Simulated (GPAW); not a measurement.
A run of GPAW 26.7.0:

run.py

```python
from ase import Atoms
from ase.calculators.mixing import SumCalculator
from ase.eos import EquationOfState
from ase.io import Trajectory
from ase.units import GPa
from dftd4.ase import DFTD4
from gpaw import GPAW, PW

atoms = Atoms(['Ni', 'O'],
              cell=[[0.0, 2.0859016414, 2.0859016414],
                    [2.0859016414, 0.0, 2.0859016414],
                    [2.0859016414, 2.0859016414, 0.0]],
              scaled_positions=[[0.0, 0.0, 0.0],
                                [0.5, 0.5, 0.5]],
              pbc=True)
atoms.set_initial_magnetic_moments([1.0, 0.0])

traj = Trajectory('eos.traj', 'w')
volumes, energies = [], []
for x in [0.94, 0.96, 0.98, 1.0, 1.02, 1.04, 1.06]:
    a = atoms.copy()
    a.set_cell(atoms.cell * x**(1 / 3), scale_atoms=True)
    calc = GPAW(mode=PW(800),
                xc='PBE',
                kpts={'size': (8, 8, 8), 'gamma': True},
                occupations={'name': 'fermi-dirac', 'width': 0.05},
                nbands=22,
                convergence={'density': 1e-05, 'energy': 1e-05},
                maxiter=150,
                txt=f'eos-{x:.2f}.txt')
    a.calc = SumCalculator([calc, DFTD4(method='pbe')])
    energies.append(a.get_potential_energy())
    volumes.append(a.get_volume())
    p = -a.get_stress()[:3].mean() / GPa
    calc.write(f'eos-{x:.2f}.gpw')
    traj.write(a)
    print(f'{x:.2f} {volumes[-1]:10.4f} A^3 {energies[-1]:14.6f} eV {p:9.3f} GPa', flush=True)

v0, e0, B = EquationOfState(volumes, energies, eos='birchmurnaghan').fit()
print(f'V0 = {v0:.4f} A^3, E0 = {e0:.6f} eV, B0 = {B / GPa:.2f} GPa')
```

Potentials or basis: GPAW PAW data sets (gpaw-data 1.2.1), pw.

Command:

```console
$ OMP_NUM_THREADS=1 python run.py
```

Hardware: 1 thread of AMD EPYC 9R45 96-Core Processor (Zen 5), with other jobs on the host.

Problem. How long does it take, and how much memory?

Solution. Run time: 4.2 min on 1 thread of AMD EPYC 9R45 96-Core Processor (Zen 5), with other jobs on the host, peak memory 0.25 GiB. Counts: scf iterations 291, plane waves 893, bands 22, k points 29.
